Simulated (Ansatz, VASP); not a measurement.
**One calculation of MgS, 7 ways**

The starting cell:

```
S Mg
1.0
     0.00000    2.60165    2.60165
     2.60165    0.00000    2.60165
     2.60165    2.60165    0.00000
S Mg
1 1
Direct
  0.50000 0.50000 0.50000
  0.00000 0.00000 0.00000
```

Alike in all runs: task relaxation of cell and atoms; functional PBE; k mesh 9 × 9 × 9; occupations fermi-dirac, width 0.05 eV; no spin polarisation; no spin-orbit coupling.

| program and potentials | plane-wave cutoff (eV) | notes | equilibrium volume (Å³/atom) |
| --- | --- | --- | --- |
| Ansatz, Ansatz PAW | 420 | 8 valence electrons an atom on average | 17.88 |
| VASP, PBE PAW files Mg, S_h, 900 eV | 900 | 4 valence electrons an atom on average | 17.81 |
| VASP, PBE PAW files Mg, S, release 54, 900 eV | 900 | 4 valence electrons an atom on average | 17.81 |
| VASP, PBE PAW files Mg, S, 600 eV | 600 | 4 valence electrons an atom on average | 17.81 |
| VASP, PBE PAW files Mg_sv_GW, S_GW, 900 eV | 900 | 8 valence electrons an atom on average | 17.88 |
| VASP, PBE PAW files Mg_GW, S_GW, 900 eV | 900 | 4 valence electrons an atom on average | 17.81 |
| VASP, PBE PAW files Mg_pv, S, 900 eV | 900 | 7 valence electrons an atom on average | 17.90 |

The equilibrium volume spans 17.81 (VASP, PBE PAW files Mg_GW, S_GW, 900 eV) to 17.90 Å³/atom (VASP, PBE PAW files Mg_pv, S, 900 eV). Relaxations stop with a little pressure left, so the last digit of a volume isn't settled.

The functional is the same throughout but for its coding, so the spread measures potentials, basis and numerics; runs on potential files found faulty are left out.

The volumes sort by how magnesium's electrons are divided between core and valence, rather than by program or sulfur potential. All four runs with only the Mg 3s electrons in the valence give 17.81 Å³/atom, while those that also free the 2p shell give 17.88 to 17.90. In this largely ionic solid magnesium has mostly given up its 3s electrons, leaving 2p as the outermost filled shell of the cation. Letting that shell respond to the crystal, and treating its overlap with the sulfur-derived valence density explicitly, probably accounts for the slightly larger cell.

Freeing 2s as well brings no resolvable further change, as expected for a deeper and more compact shell. The match between Ansatz and the VASP run with equally many valence electrons suggests that the choice of program matters little here. By contrast, the agreement among the four smaller-valence runs isn't independent evidence for their volume, since they share the same frozen magnesium 2p shell. Nor does close agreement between potentials test PBE itself, which commonly overestimates the lattice constants of such solids.
